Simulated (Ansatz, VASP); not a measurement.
# Two plane-wave programs on Mg

Contents of INCAR:

```
SYSTEM = Mg
PREC = Accurate ; ENCUT = 520
EDIFF = 1E-7 ; ISMEAR = 0
SIGMA = 0.15 ; LREAL = .FALSE.
LASPH = .TRUE. ; NELM = 100
ALGO = Normal ; ISIF = 2
LWAVE = .FALSE. ; LCHARG = .FALSE.
GGA = PE ; NBANDS = 7
```

Contents of KPOINTS:

```
Automatic mesh
0
G
  18 18 18
  0 0 0
```

Contents of POSCAR:

```
Mg
1.0
   -1.8355548414      1.8355548414      1.8412500000
    1.8355548414     -1.8355548414      1.8412500000
    1.8355548414      1.8355548414     -1.8412500000
Mg
1
Direct
    0.0000000000      0.0000000000      0.0000000000
```

Input for Ansatz:

```yaml
crystal:
  lattice:
    - [-1.8355548414, 1.8355548414, 1.84125]
    - [1.8355548414, -1.8355548414, 1.84125]
    - [1.8355548414, 1.8355548414, -1.84125]
  atoms:
    - { symbol: Mg, position: [0.0, 0.0, 0.0] }
basis:
  ecutwfc: 520.0
kpoints:
  mp_grid: { grid: [18, 18, 18] }
hamiltonian:
  xc: pbe
  pseudopotentials: { kind: paw }
scf:
  occupations: { method: gaussian, width: 0.15 }
output:
  forces: true
  stress: true
  eigenvalues: true
```

Alike in both runs: task single point; functional PBE; k mesh 18 × 18 × 18; occupations gaussian, width 0.15 eV; no spin polarisation.

|  | VASP | Ansatz |
| --- | --- | --- |
| version | VASP 6.6.1 | Ansatz 0.2.0 |
| potentials or method | VASP PAW PBE potentials, release 64 (Mg) | scalar-relativistic, plane waves, PAW |
| plane-wave cutoff (eV) | 520 | 520 |
| valence electrons in the cell | 2 | 10 |

```csv
,VASP,Ansatz,Ansatz less VASP
gap on the k mesh at the Fermi level (eV),none,none,-
pressure (GPa),-2.5,-2.4,+0.12
```

A gap of «none» marks a metal or a gap that the smearing closes. The two sets of potentials don't hold the same shells in valence.
